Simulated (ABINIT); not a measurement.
# TePb (Fm-3m) in ABINIT: further runs, part 2 of 2

ABINIT 10.8.3 (patched build). The steps go on from the part before.

**4. Band structure, rPW86PBE**

run.abi reads:

```
# Datasets: ground state, then fixed potential
ndtset 2

# Pseudopotentials
pp_dirpath "./"
pseudos "Pb.GGA_PBE-JTH_sp.xml, Te.GGA_PBE-JTH.xml"

# Structure
acell 4.56932402 4.56932402 4.56932402 Angstrom
rprim
     0.0000000000     0.7071067812     0.7071067812
     0.7071067812     0.0000000000     0.7071067812
     0.7071067812     0.7071067812     0.0000000000
ntypat 2
znucl 82 52
natom 2
typat 1 2
xred
     0.0000000000     0.0000000000     0.0000000000
     0.5000000000     0.5000000000     0.5000000000

# Plane-wave basis
ecut 15.0
pawecutdg 30.0

# Exchange and correlation
ixc -144130

# Bands and occupations
occopt 3
tsmear 0.05 eV

# SCF cycle
nstep 100

# Output
iomode 3
prtwf 0
prteig 0
prtebands 0
prtden1 1
prtvha1 1
prtvclmb1 1
prtpot1 1

# Dataset 1
kptopt1 1
ngkpt1 7 7 7
nshiftk1 1
shiftk1 0.0 0.0 0.0
nband1 9
tolvrs1 1.0e-9

# Dataset 2: bands along G-X-W-K-G-L-U-W-L-K
iscf2 -2
getden2 1
nband2 13
nbdbuf2 2
tolwfr2 1.0e-12
kptopt2 -9
ndivsm2 6
prteig2 1
prtvol2 -3
kptbounds2
     0.0000000000     0.0000000000     0.0000000000
     0.5000000000     0.0000000000     0.5000000000
     0.5000000000     0.2500000000     0.7500000000
     0.3750000000     0.3750000000     0.7500000000
     0.0000000000     0.0000000000     0.0000000000
     0.5000000000     0.5000000000     0.5000000000
     0.6250000000     0.2500000000     0.6250000000
     0.5000000000     0.2500000000     0.7500000000
     0.5000000000     0.5000000000     0.5000000000
     0.3750000000     0.3750000000     0.7500000000
```

Potentials or basis: JTH PAW PBE v2.0 sp.

Run with:

```
$ abinit run.abi > log 2>&1
```

run.abo:

```text
.Version 10.8.3 of ABINIT
 DATASET    1 : space group Fm -3 m (#225); Bravais cF (face-center cubic)
================================================================================
 Values of the parameters that define the memory need for DATASET  1.
     intxc =       0    ionmov =       0      iscf =      17    lmnmax =      13
     lnmax =       5     mgfft =      32  mpssoang =       3    mqgrid =    3001
     natom =       2  nloc_mem =       2    nspden =       1   nspinor =       1
    nsppol =       1      nsym =      48    n1xccc =       1    ntypat =       2
    occopt =       3   xclevel =       2
       mpw =        1279          nfft =       32768          nkpt =          20
 PAW method is used; the additional fine FFT grid is defined by:
   mgfftf=        45    nfftf =     91125
================================================================================
================================================================================

 DATASET    2 : space group Fm -3 m (#225); Bravais cF (face-center cubic)
[... 1284 lines left out ...]
  -0.52307   -0.43771   -0.29363   -0.22723   -0.21959   -0.01063   -0.00548    0.04862
   0.07575    0.17574    0.18526    0.21363    0.22127

== END DATASET(S) ==============================================================
================================================================================

 -outvars: echo values of variables after computation  --------
            acell      8.6347709783E+00  8.6347709783E+00  8.6347709783E+00 Bohr
           etotal1    -1.2086516497E+01
            fcart1    -0.0000000000E+00 -0.0000000000E+00 -0.0000000000E+00
                      -0.0000000000E+00 -0.0000000000E+00 -0.0000000000E+00
            rprim      0.0000000000E+00  7.0710678120E-01  7.0710678120E-01
                       7.0710678120E-01  0.0000000000E+00  7.0710678120E-01
                       7.0710678120E-01  7.0710678120E-01  0.0000000000E+00
           strten1    -1.7051954290E-04 -1.7051954290E-04 -1.7051954290E-04
                       0.0000000000E+00  0.0000000000E+00  0.0000000000E+00
           xangst      0.0000000000E+00  0.0000000000E+00  0.0000000000E+00
                       3.2310000000E+00  3.2310000000E+00  3.2310000000E+00
             xred      0.0000000000E+00  0.0000000000E+00  0.0000000000E+00
                       5.0000000000E-01  5.0000000000E-01  5.0000000000E-01
 Calculation completed.
```

It took 36 s on 1 thread of Arm Neoverse V2, shared host; peak memory 0.13 GiB.

Results:

```yaml
Free_energy: -328.8909 eV
Pressure: 5.0 GPa
Band_gap_along_the_path: 0.73 eV, direct
Valence_electrons_inside_the_program's_atomic_spheres: Pb 2.57; Te 3.14
```

Levels at the corners of the path, in eV from the Fermi level:
| point | band 3 | band 4 | band 5 | band 6 | band 7 | band 8 |
| --- | --- | --- | --- | --- | --- | --- |
| Γ | -1.74 | -1.74 | -1.74 | 3.68 | 3.68 | 3.68 |
| X | -4.89 | -3.20 | -3.20 | 2.99 | 5.05 | 5.05 |
| W | -4.19 | -4.19 | -0.77 | 1.22 | 4.89 | 4.89 |
| K | -4.52 | -2.71 | -2.50 | 3.18 | 3.32 | 4.80 |
| Γ | -1.74 | -1.74 | -1.74 | 3.68 | 3.68 | 3.68 |
| L | -1.31 | -1.31 | -0.41 | 0.33 | 0.81 | 0.81 |
| U | -4.52 | -2.71 | -2.50 | 3.18 | 3.32 | 4.80 |
| W | -4.19 | -4.19 | -0.77 | 1.22 | 4.89 | 4.89 |
| L | -1.31 | -1.31 | -0.41 | 0.33 | 0.81 | 0.81 |
| K | -4.52 | -2.71 | -2.50 | 3.18 | 3.32 | 4.80 |

Caveat: this odd mesh misses L, where the gap lies, so gap, dielectric constants and Born charges aren't listed; the PAW data sets were made with another functional, which shifts forces and pressure a little; spin-orbit coupling is left out, which moves the levels of the heavy elements; this set keeps more shells in the core, which shifts pressures and gaps.

**5. Band structure, rPW86PBE**

run.abi, as its differences from that of step 4:

```diff
@@ -5,3 +5,3 @@
 pp_dirpath "./"
-pseudos "Pb.GGA_PBE-JTH_sp.xml, Te.GGA_PBE-JTH.xml"
+pseudos "Pb.GGA_PBE-JTH.xml, Te.GGA_PBE-JTH.xml"
 
@@ -22,4 +22,4 @@
 # Plane-wave basis
-ecut 15.0
-pawecutdg 30.0
+ecut 17.0
+pawecutdg 34.0
 
@@ -40,6 +40,4 @@
 prtebands 0
+enunit 1
 prtden1 1
-prtvha1 1
-prtvclmb1 1
-prtpot1 1
 
@@ -50,3 +48,3 @@
 shiftk1 0.0 0.0 0.0
-nband1 9
+nband1 14
 tolvrs1 1.0e-9
@@ -56,3 +54,3 @@
 getden2 1
-nband2 13
+nband2 18
 nbdbuf2 2
@@ -60,3 +58,3 @@
 kptopt2 -9
-ndivsm2 6
+ndivsm2 8
 prteig2 1
```

Potentials or basis: JTH PAW PBE v2.0.

Run with:

```
$ abinit run.abi > log 2>&1
```

It took 1.9 min on 1 thread of Arm Neoverse V2, shared host; peak memory 0.17 GiB.

It converged, with:

| Quantity | Value |
| --- | --- |
| Free energy | -1891.5853 eV |
| Valence electrons inside the program's atomic spheres | Pb 11.35; Te 3.16 |

Levels at the corners of the path, in eV from the Fermi level:
| point | band 6 | band 7 | band 8 | band 9 | band 10 | band 11 | band 12 | band 13 | band 14 | band 15 |
| --- | --- | --- | --- | --- | --- | --- | --- | --- | --- | --- |
| Γ | -12.45 | -6.10 | -1.76 | -1.76 | -1.76 | 3.66 | 3.66 | 3.66 | 5.56 | 5.56 |
| X | -10.78 | -7.79 | -4.88 | -3.20 | -3.20 | 3.03 | 5.02 | 5.02 | 6.22 | 10.16 |
| W | -10.62 | -8.46 | -4.17 | -4.17 | -0.77 | 1.22 | 4.86 | 4.86 | 6.53 | 6.53 |
| K | -10.69 | -8.44 | -4.50 | -2.70 | -2.49 | 3.16 | 3.33 | 4.87 | 5.49 | 8.69 |
| Γ | -12.45 | -6.10 | -1.76 | -1.76 | -1.76 | 3.66 | 3.66 | 3.66 | 5.56 | 5.56 |
| L | -11.03 | -9.04 | -1.28 | -1.28 | -0.40 | 0.32 | 0.81 | 0.81 | 8.22 | 8.98 |
| U | -10.69 | -8.44 | -4.50 | -2.70 | -2.49 | 3.16 | 3.33 | 4.87 | 5.49 | 8.69 |
| W | -10.62 | -8.46 | -4.17 | -4.17 | -0.77 | 1.22 | 4.86 | 4.86 | 6.53 | 6.53 |
| L | -11.03 | -9.04 | -1.28 | -1.28 | -0.40 | 0.32 | 0.81 | 0.81 | 8.22 | 8.98 |
| K | -10.69 | -8.44 | -4.50 | -2.70 | -2.49 | 3.16 | 3.33 | 4.87 | 5.49 | 8.69 |

Caveat: the cutoff is too short for stress, so the log's stress isn't used; this odd mesh misses L, where the gap lies, so gap, dielectric constants and Born charges aren't listed; the PAW data sets were made with another functional, which shifts forces and pressure a little; spin-orbit coupling is left out, which moves the levels of the heavy elements.

**6. Band structure, RPBE**

run.abi, as its differences from that of step 5:

```diff
@@ -8,7 +8,7 @@
 # Structure
-acell 4.56932402 4.56932402 4.56932402 Angstrom
+acell 3*1.0
 rprim
-     0.0000000000     0.7071067812     0.7071067812
-     0.7071067812     0.0000000000     0.7071067812
-     0.7071067812     0.7071067812     0.0000000000
+     0.0000000000     6.1057051087     6.1057051087
+     6.1057051087     0.0000000000     6.1057051087
+     6.1057051087     6.1057051087     0.0000000000
 ntypat 2
@@ -17,5 +17,5 @@
 typat 1 2
-xred
+xcart
      0.0000000000     0.0000000000     0.0000000000
-     0.5000000000     0.5000000000     0.5000000000
+     6.1057051087     6.1057051087     6.1057051087
 
@@ -26,3 +26,3 @@
 # Exchange and correlation
-ixc -144130
+ixc 15
```

Potentials or basis: JTH PAW PBE v2.0.

Run with:

```
$ abinit run.abi > log 2>&1
```

Run time: 1.9 min. Hardware: 1 thread of Arm Neoverse V2, shared host; peak memory 0.17 GiB.

It converged, with:

- Free energy: -1890.0008 eV
- Valence electrons inside the program's atomic spheres: Pb 11.34; Te 3.15

Levels at the corners of the path, in eV from the Fermi level:
```
point  band 8  band 9  band 10  band 11  band 12  band 13
    Γ   -1.80   -1.80    -1.80     3.75     3.75     3.75
    X   -4.93   -3.24    -3.24     2.92     5.11     5.11
    W   -4.22   -4.22    -0.81     1.27     4.84     4.84
    K   -4.55   -2.74    -2.52     3.17     3.38     4.81
    Γ   -1.80   -1.80    -1.80     3.75     3.75     3.75
    L   -1.34   -1.34    -0.42     0.35     0.84     0.84
    U   -4.55   -2.74    -2.52     3.17     3.38     4.81
    W   -4.22   -4.22    -0.81     1.27     4.84     4.84
    L   -1.34   -1.34    -0.42     0.35     0.84     0.84
    K   -4.55   -2.74    -2.52     3.17     3.38     4.81
```

Caveat: the cutoff is too short for stress, so the log's stress isn't used; this odd mesh misses L, where the gap lies, so gap, dielectric constants and Born charges aren't listed; the PAW data sets were made with another functional, which shifts forces and pressure a little; spin-orbit coupling is left out, which moves the levels of the heavy elements.

**7. Comparison with measurements**

Step 4. Against the measured gap of TePb, 0.19 eV (direct; 4.2 K; a printed reference work, monograph), the calculated 0.73 eV is off by +0.54 eV. Spin-orbit coupling on Pb, Te is left out. The value is that of rPW86PBE, without temperature or zero-point motion.
